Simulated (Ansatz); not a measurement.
**GaP: stationary points along a deformation path**

All numbers below come from DFT PBE, scalar-relativistic, plane waves, PAW in Ansatz. The runs took a 420 eV cutoff, a Γ-centred 10×10×10 mesh and Gaussian smearing (0.05 eV). No spin polarisation. Energies are free energies at this smearing, counted from the undisturbed cell; pressure is positive in compression.

The undisturbed cell (as given, not relaxed at this level; it stands at 2.5 GPa):

```yaml
crystal:
  lattice:
    - [0.00000, 2.72525, 2.72525]
    - [2.72525, 0.00000, 2.72525]
    - [2.72525, 2.72525, 0.00000]
  atoms:
    - { symbol: Ga, position: [0.00000, 0.00000, 0.00000] }
    - { symbol: P, position: [0.75000, 0.75000, 0.75000] }
```

At fixed volume and fractional coordinates, lengths along (0.000, 0.000, 1.000) are scaled against those across it; ρ is that ratio over its starting value. V = 20.240 Å³/atom. Δσ is the stress along the axis less the mean stress across it (compression positive).

| ρ | ΔE (meV/atom) | Δσ (GPa) | space group |
| --- | --- | --- | --- |
| 0.650 | 309.1 | 11.71 | I-4m2 |
| 0.707 | 228.4 | 11.21 | I-4m2 |
| 0.780 | 136.2 | 10.76 | I-4m2 |
| 0.850 | 65.8 | 8.54 | I-4m2 |
| 0.920 | 19.3 | 5.18 | I-4m2 |
| 0.960 | 4.9 | 2.77 | I-4m2 |
| 1.000 | 0.0 | 0.00 | F-43m |
| 1.050 | 7.8 | -3.90 | I-4m2 |
| 1.100 | 31.3 | -8.21 | I-4m2 |
| 1.200 | 125.3 | -17.73 | I-4m2 |
| 1.300 | 276.3 | -26.22 | I-4m2 |
| 1.414 | 482.4 | -28.43 | I-4m2 |
| 1.500 | 619.5 | -26.98 | I-4m2 |

Problem. How does the stress give the slope of the energy, and where is the energy stationary?

Solution. Along the path d ln(length) is 2/3 d ln ρ on the axis and −1/3 d ln ρ across it, so dE/d ln ρ = −(2/3) V Δσ: the energy falls with ρ where Δσ is positive. Δσ vanishes or changes sign at ρ = 1.000 (F-43m), a minimum at 0.0 meV/atom. Pairs of stationary points between two samples would go unseen, and could change a minimum read from distant neighbours into a maximum. At ρ = 1.000 the cell is cubic, where symmetry alone makes the stress isotropic and the slope zero.

Problem. Which shear constant sets the curvature at ρ = 1?

Solution. For a cubic crystal E/V = (2/3) C (ln ρ)² with C = C′ = (C11 − C12)/2, so Δσ = −2C ln ρ. The parabola of Δσ against ln ρ through ρ = 0.960, 1 and 1.050 gives C ≈ 37 GPa with the ions clamped, rough because the steps are large. It is the stress–strain coefficient at this cell's pressure of 2.5 GPa, not the zero-pressure constant.

Problem. Integrate that slope from ρ = 1 to 0.850 by the trapezoid rule.

Solution. With V/N in Å³ and 1 eV/Å³ = 160.2 GPa the slopes at ρ = 1.000, 0.960, 0.920, 0.850 are 0, -233, -437, -720 meV/atom per unit of ln ρ. The steps add 4.8 + 14.2 + 45.8 = 64.8 meV/atom, against 65.8 from the energies; the trapezoid rule misses the curvature of the slope within each step.

The gap closes along the scan, which can put kinks into the curve.